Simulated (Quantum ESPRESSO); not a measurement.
# TePb (Fm-3m) in Quantum ESPRESSO: a series of runs, part 3 of 5

Quantum ESPRESSO 7.5. Earlier steps stand in the parts before.

### Step 4. Phonons, vdW-DF-cx

pw.in

```
&CONTROL
  calculation = 'scf'
  prefix = 'pwscf'
  outdir = './tmp'
  pseudo_dir = './pseudo'
  tprnfor = .true.
  tstress = .true.
  disk_io = 'low'
/
&SYSTEM
  ibrav = 0
  A = 4.56932402
  nat = 2
  ntyp = 2
  ecutwfc = 45
  ecutrho = 360
  nbnd = 16
  input_dft = 'vdw-df-cx'
  occupations = 'smearing'
  smearing = 'fd'
  degauss = 0.00367493
/
&ELECTRONS
  conv_thr = 4d-10
  electron_maxstep = 120
  mixing_beta = 0.5
/
ATOMIC_SPECIES
Pb   207.2000 pb_pbe_v1.uspp.F.UPF
Te   127.6000 te_pbe_v1.uspp.F.UPF
CELL_PARAMETERS alat
   0.0000000000    0.7071067812    0.7071067812
   0.7071067812    0.0000000000    0.7071067812
   0.7071067812    0.7071067812    0.0000000000
ATOMIC_POSITIONS alat
Pb     0.0000000000    0.0000000000    0.0000000000
Te     0.7071067812    0.7071067812    0.7071067812
K_POINTS automatic
6 6 6 1 1 1
```

relax.in

```
&CONTROL
  calculation = 'vc-relax'
  prefix = 'pwscf'
  outdir = './tmp'
  pseudo_dir = './pseudo'
  tprnfor = .true.
  tstress = .true.
  disk_io = 'low'
  nstep = 40
  forc_conv_thr = 0.0001
  etot_conv_thr = 1d-06
/
&SYSTEM
  ibrav = 0
  A = 4.56932402
  nat = 2
  ntyp = 2
  ecutwfc = 45
  ecutrho = 360
  nbnd = 16
  input_dft = 'vdw-df-cx'
  occupations = 'smearing'
  smearing = 'fd'
  degauss = 0.00367493
/
&ELECTRONS
  conv_thr = 4d-10
  electron_maxstep = 120
  mixing_beta = 0.5
/
&IONS
  ion_dynamics = 'bfgs'
/
&CELL
  cell_dynamics = 'bfgs'
  press = 0
  press_conv_thr = 0.2
/
ATOMIC_SPECIES
Pb   207.2000 pb_pbe_v1.uspp.F.UPF
Te   127.6000 te_pbe_v1.uspp.F.UPF
CELL_PARAMETERS alat
   0.0000000000    0.7071067812    0.7071067812
   0.7071067812    0.0000000000    0.7071067812
   0.7071067812    0.7071067812    0.0000000000
ATOMIC_POSITIONS alat
Pb     0.0000000000    0.0000000000    0.0000000000
Te     0.7071067812    0.7071067812    0.7071067812
K_POINTS automatic
6 6 6 1 1 1
```

gamma.in

```
&CONTROL
  calculation = 'bands'
  prefix = 'pwscf'
  outdir = './tmp'
  pseudo_dir = './pseudo'
  disk_io = 'low'
  verbosity = 'high'
/
&SYSTEM
  ibrav = 0
  A = 4.56392323
  nat = 2
  ntyp = 2
  ecutwfc = 45
  ecutrho = 360
  nbnd = 16
  input_dft = 'vdw-df-cx'
  occupations = 'smearing'
  smearing = 'fd'
  degauss = 0.00367493
/
&ELECTRONS
  conv_thr = 1d-08
  electron_maxstep = 120
  mixing_beta = 0.5
  diago_full_acc = .true.
  startingwfc = 'random'
/
ATOMIC_SPECIES
Pb   207.2000 pb_pbe_v1.uspp.F.UPF
Te   127.6000 te_pbe_v1.uspp.F.UPF
CELL_PARAMETERS alat
   0.0000000000    0.7071067805    0.7071067805
   0.7071067805    0.0000000000    0.7071067805
   0.7071067805    0.7071067805    0.0000000000
ATOMIC_POSITIONS alat
Pb     0.0000000000    0.0000000000    0.0000000000
Te     0.7071067805    0.7071067805    0.7071067805
K_POINTS crystal
1
0.0 0.0 0.0 1
```

scf2.in

```
&CONTROL
  calculation = 'scf'
  prefix = 'pwscf'
  outdir = './tmp'
  pseudo_dir = './pseudo'
  tprnfor = .true.
  tstress = .true.
  disk_io = 'low'
/
&SYSTEM
  ibrav = 0
  A = 4.56392323
  nat = 2
  ntyp = 2
  ecutwfc = 45
  ecutrho = 360
  nbnd = 16
  input_dft = 'vdw-df-cx'
  occupations = 'fixed'
/
&ELECTRONS
  conv_thr = 1d-13
  electron_maxstep = 120
  mixing_beta = 0.5
  startingpot = 'file'
/
ATOMIC_SPECIES
Pb   207.2000 pb_pbe_v1.uspp.F.UPF
Te   127.6000 te_pbe_v1.uspp.F.UPF
CELL_PARAMETERS alat
   0.0000000000    0.7071067805    0.7071067805
   0.7071067805    0.0000000000    0.7071067805
   0.7071067805    0.7071067805    0.0000000000
ATOMIC_POSITIONS alat
Pb     0.0000000000    0.0000000000    0.0000000000
Te     0.7071067805    0.7071067805    0.7071067805
K_POINTS automatic
6 6 6 1 1 1
```

ph.in

```
phonons of TePb
&INPUTPH
  prefix = 'pwscf'
  outdir = './tmp'
  tr2_ph = 1d-18
  fildyn = 'dyn'
  niter_ph = 90
  alpha_mix(1) = 0.7
  epsil = .true.
/
0.0000000000 0.0000000000 0.0000000000
```

dynmat.in

```
&INPUT
  fildyn = 'dyn'
  asr = 'crystal'
  lperm = .true.
  filout = 'dynmat.disp'
  fileig = 'dynmat.eig'
/
```

dynmat_lo.in

```
&INPUT
  fildyn = 'dyn'
  asr = 'crystal'
  filout = 'dynmat_lo.disp'
  fileig = 'dynmat_lo.eig'
  q(1) = 0
  q(2) = 0
  q(3) = 1
/
```

Potentials or basis: GBRV 1.5 PBE.

On the command line:

```
$ OMP_NUM_THREADS=1 mpirun -n 4 pw.x -nk 4 -in pw.in > pw.out
$ OMP_NUM_THREADS=1 mpirun -n 4 pw.x -nk 4 -in relax.in > relax.out
$ OMP_NUM_THREADS=1 mpirun -n 4 pw.x -in gamma.in > gamma.out
$ OMP_NUM_THREADS=1 mpirun -n 4 pw.x -nk 4 -in scf2.in > scf2.out
$ OMP_NUM_THREADS=1 mpirun -n 4 ph.x -nk 4 -in ph.in > ph.out
$ OMP_NUM_THREADS=1 mpirun -n 1 dynmat.x -in dynmat.in > dynmat.out
$ OMP_NUM_THREADS=1 mpirun -n 1 dynmat.x -in dynmat_lo.in > dynmat_lo.out
```

pw.out:

```text
This program is part of the open-source Quantum ESPRESSO suite
     for quantum simulation of materials; please cite
         "P. Giannozzi et al., J. Phys.:Condens. Matter 21 395502 (2009);
         "P. Giannozzi et al., J. Phys.:Condens. Matter 29 465901 (2017);
         "P. Giannozzi et al., J. Chem. Phys. 152 154105 (2020);
     in publications or presentations arising from this work. More details at

     IMPORTANT: XC functional enforced from input :
     Exchange-correlation= VDW-DF-CX
                           (   1   4  27   0   1   0   0)
     Any further DFT definition will be discarded
     Please, verify this is what you really want

     Message from routine setup:
     using ibrav=0 with symmetry is DISCOURAGED, use correct ibrav instead

     K-points division:     npool     =       4
     Subspace diagonalization in iterative solution of the eigenvalue problem:
     a serial algorithm will be used

     G-vector sticks info
     --------------------
     sticks:   dense  smooth     PW     G-vecs:    dense   smooth      PW
     Sum        1843     925    283                52345    18499    3119

     Using Slab Decomposition

     bravais-lattice index     =            0
     lattice parameter (alat)  =       8.6348  a.u.
     unit-cell volume          =     455.2369 (a.u.)^3
     number of atoms/cell      =            2
     number of atomic types    =            2
     number of electrons       =        20.00
     number of Kohn-Sham states=           16
     kinetic-energy cutoff     =      45.0000  Ry
     charge density cutoff     =     360.0000  Ry
     scf convergence threshold =      4.0E-10
     mixing beta               =       0.5000
     number of iterations used =            8  plain     mixing
     Exchange-correlation= VDW-DF-CX
                           (   1   4  27   0   1   0   0)

     celldm(1)=   8.634771  celldm(2)=   0.000000  celldm(3)=   0.000000
     celldm(4)=   0.000000  celldm(5)=   0.000000  celldm(6)=   0.000000

[... 8 lines left out ...]
               b(3) = (  0.707107  0.707107 -0.707107 )

     PseudoPot. # 1 for Pb read from file:
     pb_pbe_v1.uspp.F.UPF
     Pseudo is Ultrasoft + core correction, Zval = 14.0
     Generated by new atomic code, or converted to UPF format
     Using radial grid of  899 points,  6 beta functions with:
                l(1) =   0
                l(2) =   0
                l(3) =   1
                l(4) =   1
                l(5) =   2
                l(6) =   2
     Q(r) pseudized with  6 coefficients,  rinner =    1.000   1.000   1.000
                                                       1.000   1.000

     PseudoPot. # 2 for Te read from file:
     te_pbe_v1.uspp.F.UPF
     Pseudo is Ultrasoft + core correction, Zval =  6.0
     Generated by new atomic code, or converted to UPF format
     Using radial grid of  891 points,  5 beta functions with:
                l(1) =   0
                l(2) =   0
                l(3) =   1
                l(4) =   1
                l(5) =   2
     Q(r) pseudized with  6 coefficients,  rinner =    1.800   1.800   1.800
                                                       1.800   1.800

     atomic species   valence    mass     pseudopotential
     Pb               14.00   207.20000     Pb( 1.00)
     Te                6.00   127.60000     Te( 1.00)

     48 Sym. Ops., with inversion, found

   Cartesian axes

     site n.     atom                  positions (alat units)
         1        Pb     tau(   1) = (   0.0000000   0.0000000   0.0000000  )
         2        Te     tau(   2) = (   0.7071068   0.7071068   0.7071068  )

     number of k points=    28  Fermi-Dirac smearing, width (Ry)=  0.0037
                       cart. coord. in units 2pi/alat
        k(    1) = (   0.0589256   0.0589256   0.0589256), wk =   0.0185185
        k(    2) = (   0.1767767   0.1767767  -0.0589256), wk =   0.0555556
        k(    3) = (   0.2946278   0.2946278  -0.1767767), wk =   0.0555556
        k(    4) = (  -0.2946278  -0.2946278   0.4124790), wk =   0.0555556
        k(    5) = (  -0.1767767  -0.1767767   0.2946278), wk =   0.0555556
        k(    6) = (  -0.0589256  -0.0589256   0.1767767), wk =   0.0555556
[... 20 lines left out ...]
        k(   27) = (   0.2946278   0.2946278   0.2946278), wk =   0.0185185
        k(   28) = (  -0.2946278  -0.2946278   0.8838835), wk =   0.0555556

     Dense  grid:    52345 G-vectors     FFT dimensions: (  54,  54,  54)

     Smooth grid:    18499 G-vectors     FFT dimensions: (  40,  40,  40)

     Initial potential from superposition of free atoms

     starting charge      19.9974, renormalised to      20.0000

     negative rho (up, down):  1.582E-02 0.000E+00

     %%%%%%%%%%%%%%%%%%%%%%%%%%%%%%%%%%%%%%%%%%%%%%%%%%%%%%%%%%%%%%%%%%%%%%%%
     %                                                                      %
     % You are using vdW-DF, which was implemented by the Thonhauser group. %
     % Please cite the following two papers that made this development      %
     % possible and the two reviews that describe the various versions:     %
     %                                                                      %
     %   T. Thonhauser et al., PRL 115, 136402 (2015).                      %
     %   T. Thonhauser et al., PRB 76, 125112 (2007).                       %
     %   K. Berland et al., Rep. Prog. Phys. 78, 066501 (2015).             %
     %   D.C. Langreth et al., J. Phys.: Condens. Matter 21, 084203 (2009). %
     %                                                                      %
     % If you are calculating stress with vdW-DF, please also cite:         %
     %                                                                      %
     %   R. Sabatini et al., J. Phys.: Condens. Matter 24, 424209 (2012).   %
     %                                                                      %
     %%%%%%%%%%%%%%%%%%%%%%%%%%%%%%%%%%%%%%%%%%%%%%%%%%%%%%%%%%%%%%%%%%%%%%%%

     %%%%%%%%%%%%%%%%%%%%%%%%%%%%%%%%%%%%%%%%%%%%%%%%%%%%%%%%%%%%%%%%%%%%%%%%
     %                                                                      %
     %  vdW-DF NEWS:                                                        %
     %                                                                      %
     %  * vdW-DF3 is now available. DOI: 10.1021/acs.jctc.0c00471           %
     %    use with input_dft = 'vdW-DF3-opt1' or 'vdW-DF3-opt2'             %
     %                                                                      %
     %  * Unscreened and range-separated hybrid vdW-DF-cx functionals       %
     %    DOI: 10.1063/1.4986522 and 10.1088/1361-648X/ac2ad2               %
     %    use with input_dft = 'vdW-DF-cx0'    and 'vdW-DF-ahcx'            %
     %  * Unscreened and range-separated hybrid vdW-DF2-b86r functionals    %
     %    DOI: 10.1063/1.4986522 and DOI: 10.1103/PhysRevX.12.041003        %
     %    use with input_dft = 'vdW-DF2-br0' and 'vdW-DF2-ahbr'             %
     %                                                                      %
     %%%%%%%%%%%%%%%%%%%%%%%%%%%%%%%%%%%%%%%%%%%%%%%%%%%%%%%%%%%%%%%%%%%%%%%%

     Starting wfcs are   13 randomized atomic wfcs +    3 random wfcs

     Self-consistent Calculation

     iteration #  1     ecut=    45.00 Ry     beta= 0.50
     Davidson diagonalization with overlap
     ethr =  1.00E-02,  avg # of iterations =  6.2

     Threshold (ethr) on eigenvalues was too large:
     Diagonalizing with lowered threshold

     Davidson diagonalization with overlap
     ethr =  1.60E-04,  avg # of iterations =  4.5

     negative rho (up, down):  1.525E-02 0.000E+00
[... 67 lines left out ...]
     iteration #  9     ecut=    45.00 Ry     beta= 0.50
     Davidson diagonalization with overlap
     ethr =  1.31E-11,  avg # of iterations = 10.0

     negative rho (up, down):  1.644E-02 0.000E+00

     End of self-consistent calculation

          k = 0.0589 0.0589 0.0589 (  2307 PWs)   bands (ev):

    -9.3733  -9.3733  -9.3636  -9.3629  -9.3629  -4.6150   1.4996   6.0273
     6.0273   6.1228  11.0425  11.1431  11.1431  13.0331  13.2487  13.2487
[... 73 lines left out ...]
    -9.4304  -9.3726  -9.3627  -9.3389  -9.3384  -3.0033  -0.1217   3.0064
     4.6287   4.6642  10.7593  12.5075  12.5698  13.7229  17.7693  17.7797

          k =-0.5303 0.1768-0.0589 (  2328 PWs)   bands (ev):

    -9.4143  -9.3692  -9.3672  -9.3451  -9.3418  -3.1998  -0.4075   3.9986
     4.5110   5.6278  10.5715  11.4130  12.0918  12.6310  16.6647  17.4233

          k =-0.4125 0.0589 0.0589 (  2324 PWs)   bands (ev):
[... 51 lines left out ...]
    -9.3946  -9.3821  -9.3584  -9.3492  -9.3456  -3.1195  -1.1108   4.7624
     5.9872   6.3833   9.1253   9.2838  10.9218  14.6666  15.4208  15.8884

     the Fermi energy is     7.7589 ev

!    total energy              =    -190.27077762 Ry
     estimated scf accuracy    <          2.6E-10 Ry
     smearing contrib. (-TS)   =      -0.00000008 Ry
     internal energy E=F+TS    =    -190.27077755 Ry

     The total energy is F=E-TS. E is the sum of the following terms:
     one-electron contribution =     -45.90296001 Ry
     hartree contribution      =      35.08379541 Ry
     xc contribution           =     -77.35340286 Ry
     ewald contribution        =    -102.09821009 Ry

     convergence has been achieved in   9 iterations

     negative rho (up, down):  1.644E-02 0.000E+00

     Forces acting on atoms (cartesian axes, Ry/au):

     atom    1 type  1   force =    -0.00000000    0.00000000   -0.00000000
     atom    2 type  2   force =     0.00000000    0.00000000    0.00000000

     Total force =     0.000000     Total SCF correction =     0.000000

     Computing stress (Cartesian axis) and pressure

     negative rho (up, down):  1.644E-02 0.000E+00
          total   stress  (Ry/bohr**3)                   (kbar)     P=       -1.56
  -0.00001058   0.00000000   0.00000000           -1.56        0.00        0.00
   0.00000000  -0.00001058   0.00000000            0.00       -1.56        0.00
   0.00000000   0.00000000  -0.00001058            0.00        0.00       -1.56

=------------------------------------------------------------------------------=
   JOB DONE.
=------------------------------------------------------------------------------=
```

It took 6 min on 4 MPI ranks of Arm Neoverse V2, shared host; peak memory 1.6 GiB.

Results:

```
Free energy                                             : -2588.7659 eV
Relaxed volume                                          : 33.61 Å³/atom
Relaxed cell                                            : a = 4.564 Å, b = 4.564 Å, c = 4.564 Å, α = 60.00°, β = 60.00°, γ = 60.00°
Space group after relaxing (to 0.05 Å)                  : Fm-3m (No. 225)
Pressure after relaxing                                 : 0.0 GPa
Electronic dielectric tensor (diagonal)                 : 30.02
Born charges (mean of the diagonal)                     : Pb +5.88; Te -5.86 e
Highest phonon frequency at Γ, LO-TO splitting left out : 47 cm⁻¹
Static dielectric tensor (diagonal)                     : 170.35
```

The path:
```tsv
step	energy change (eV)	largest force (eV/Å)	pressure (GPa)	volume (Å³)
1	0.0000	0.0000	-0.16	67.46
2	0.0000	0.0000	-0.12	67.41
3	-0.0001	0.0000	-0.07	67.33
4	-0.0001	0.0000	0.00	67.22
5	-0.0001	0.0000	0.00	67.22
```

Final structure:
```
CELL_PARAMETERS angstrom
0.00000 3.22718 3.22718
3.22718 0.00000 3.22718
3.22718 3.22718 0.00000
ATOMIC_POSITIONS crystal
Pb 0.00000 0.00000 0.00000
Te 0.50000 0.50000 0.50000
```

Phonon frequencies in cm⁻¹ (negative: imaginary):
```
              q point        frequencies
(0.000, 0.000, 0.000)  11 11 11 47 47 47
```

Electronic dielectric tensor:
```
30.02  0.00  0.00
 0.00 30.02  0.00
 0.00  0.00 30.02
```

Born effective charge tensors (e):
atom 1, Pb
```
5.88 0.00 0.00
0.00 5.88 0.00
0.00 0.00 5.88
```
atom 2, Te
```
-5.86  0.00  0.00
 0.00 -5.86  0.00
 0.00  0.00 -5.86
```

Optical modes at Γ, degenerate ones joined, polar ones without the macroscopic field:
| cm⁻¹ | components | symmetry | active in | IR intensity, summed ((D/Å)²/amu) |
| --- | --- | --- | --- | --- |
| 48 | 3 | T1u | IR | 30.20 |

Zone-centre frequencies without and with the macroscopic field along z (cm⁻¹):
|  | optical modes in rising order |
| --- | --- |
| without | 48 48 48 |
| with the field | 48 48 114 |

Static dielectric tensor, electrons and zone-centre modes:
```
170.35   0.00   0.00
  0.00 170.35   0.00
  0.00   0.00 170.35
```

Caveat: the potentials were made for another functional, which shifts forces and pressure.

[end of part 3 of 5]
